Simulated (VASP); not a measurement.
Wanted: the native input for a VASP 6.6.1 run.

| Item | Value |
| --- | --- |
| Task | single point |
| Functional | PBE |
| Potentials or basis | VASP PAW PBE potentials, release 64 (Sn_d, Te) |
| Cutoff | 520 eV |
| k mesh | 10 × 10 × 10 |
| Occupations | gaussian, width 0.03 eV |
| Spin | no spin polarisation |
| Dipole correction | no |
| Further INCAR settings | ALGO = Fast; EDIFF = 1e-06; NBANDS = 17 |

The structure of SnTe lies in POSCAR:

```
SnTe
1.0
    0.0000000000      3.2061701262      3.2061701262
    3.2061701262      0.0000000000      3.2061701262
    3.2061701262      3.2061701262      0.0000000000
Sn Te
1 1
Direct
    0.0000000000      0.0000000000     -0.0057389344
    0.5000000000      0.5000000000      0.5053390980
```

The cell isn't the ideal one: mode 1 frozen in at -0.018 Å and mode 2 at -0.018 Å (largest displacements).

These files were run (other wordings do the same):

INCAR

```
SYSTEM = SnTe
ALGO = Fast ; EDIFF = 1E-6
ENCUT = 520 ; GGA = PE
ISIF = 2 ; ISMEAR = 0
LASPH = .True. ; LCHARG = .False.
LREAL = .False. ; LWAVE = .False.
NBANDS = 17 ; NELM = 100
PREC = Accurate ; SIGMA = 0.03
```

KPOINTS

```
k-points
0
Gamma
  10 10 10
  0 0 0
```

Potentials or basis: VASP PAW PBE potentials, release 64 (Sn_d, Te).

Launch:

```sh
$ cat potpaw_PBE.64/Sn_d/POTCAR potpaw_PBE.64/Te/POTCAR > POTCAR
$ mpirun -np 1 vasp_std > vasp.out
```

It gave:

```json
{
  "Pressure": "-0.1 GPa",
  "Largest force": "0.013 eV/Å",
  "Band gap on the k mesh": "0.06 eV, direct"
}
```

Caveat: spin-orbit coupling is left out, which moves the levels of the heavy elements.

It took 91 s on 1 thread of Intel(R) Xeon(R) 6975P-C (Granite Rapids) (shared host), peak memory 0.35 GiB.
